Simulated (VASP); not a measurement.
Input of a VASP 6.6.1 run:

Contents of run.py:

```python
from ase.calculators.vasp import Vasp
from ase.dft.bandgap import bandgap
from ase.io import read

atoms = read('Be.cif')
calc = Vasp(
    directory='calc',
    xc='revpbe',
    pp='PBE',
    setups='recommended',
    prec='Accurate',
    encut=520,
    ediff=1e-07,
    ismear=-1,
    sigma=0.1,
    lreal=False,
    lasph=True,
    nelm=60,
    algo='Normal',
    isif=2,
    lwave=False,
    lcharg=True,
    kpts=[15, 15, 15],
    gamma=True,
)
atoms.calc = calc

print('energy (eV):', atoms.get_potential_energy())
print('free energy (eV):', atoms.get_potential_energy(force_consistent=True))
efermi = calc.get_fermi_level()
print('Fermi level (eV):', efermi)
path = atoms.cell.bandpath(npoints=40, eps=1e-4)
print('path:', path.path)
calc.set(kpts=path.kpts, reciprocal=True, icharg=11, isym=0, lcharg=False)
calc.calculate(atoms)
print('gap on the path (eV):', bandgap(calc, efermi=efermi)[0])
print('direct gap on the path (eV):', bandgap(calc, efermi=efermi, direct=True)[0])
```

File Be.cif:

```cif
data_Be
_cell_length_a 2.33806702
_cell_length_b 2.33806702
_cell_length_c 2.33806702
_cell_angle_alpha 109.47122063
_cell_angle_beta 109.47122063
_cell_angle_gamma 109.47122063
_space_group_name_H-M_alt 'P1'
_space_group_name_Hall 'P 1'
_space_group_IT_number 1
loop_
_space_group_symop_operation_xyz
'x,y,z'
loop_
_atom_site_label
_atom_site_type_symbol
_atom_site_symmetry_multiplicity
_atom_site_Wyckoff_symbol
_atom_site_fract_x
_atom_site_fract_y
_atom_site_fract_z
_atom_site_occupancy
Be1 Be 1 a 0.0000000000 0.0000000000 0.0000000000 1
```

Potentials or basis: VASP PAW PBE potentials, release 64 (Be).

Run with:

```console
$ python run.py
```

Q: Estimate the band gap along the path.

A: None (metal or under the smearing width).

Levels at the corners of the path, in eV from the Fermi level:
```tsv
point	band 1	band 2	band 3	band 4	band 5
Γ	-10.83	16.38	16.38	16.38	26.68
H	3.51	3.51	3.51	8.87	8.87
N	-4.24	-0.09	10.46	13.27	17.89
Γ	-10.83	16.38	16.38	16.38	26.68
P	0.75	0.75	0.75	6.66	31.27
H	3.51	3.51	3.51	8.87	8.87
P	0.75	0.75	0.75	6.66	31.27
N	-4.24	-0.09	10.46	13.27	17.89
```

Caveat: the log is that of the step along the path at fixed density, whose energy, stress, charges and moments have no meaning.
